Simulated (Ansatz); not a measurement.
## TaN in Ansatz: the effect of functional

The system is TaN.

```
CELL_PARAMETERS angstrom
0.00000 2.18144 2.18144
2.18144 0.00000 2.18144
2.18144 2.18144 0.00000
ATOMIC_POSITIONS crystal
Ta 0.50000 0.50000 0.50000
N 0.00000 0.00000 0.00000
```

The cell comes from a database or a generator and needn't be the stable form of this composition.

The cell isn't the ideal one: volume scaled by 0.96.

Alike in all runs:

| Quantity | Value |
| --- | --- |
| Program | Ansatz 0.2.0 |
| Task | single point |
| Potentials or basis | Ansatz PAW |
| k mesh | 10 × 10 × 10 |
| Occupations | fermi-dirac, width 0.05 eV |
| Spin | no spin polarisation |

| functional | cutoff | pressure (GPa) |
| --- | --- | --- |
| LDA | 420 eV (not typed: the program's choice for these potentials) | -3.8 |
| r2SCAN | 500 eV (not typed: the program's choice for these potentials) | 8.3 |
| PBE | 420 eV (not typed: the program's choice for these potentials) | ? |

Question: What does the run with functional PBE give?

Answer: Pressure 13.1 GPa.

Caveats: the PAW data sets come from PBE, with cores solved anew for the run's functional, which leaves a small shift of forces and pressure (some runs).
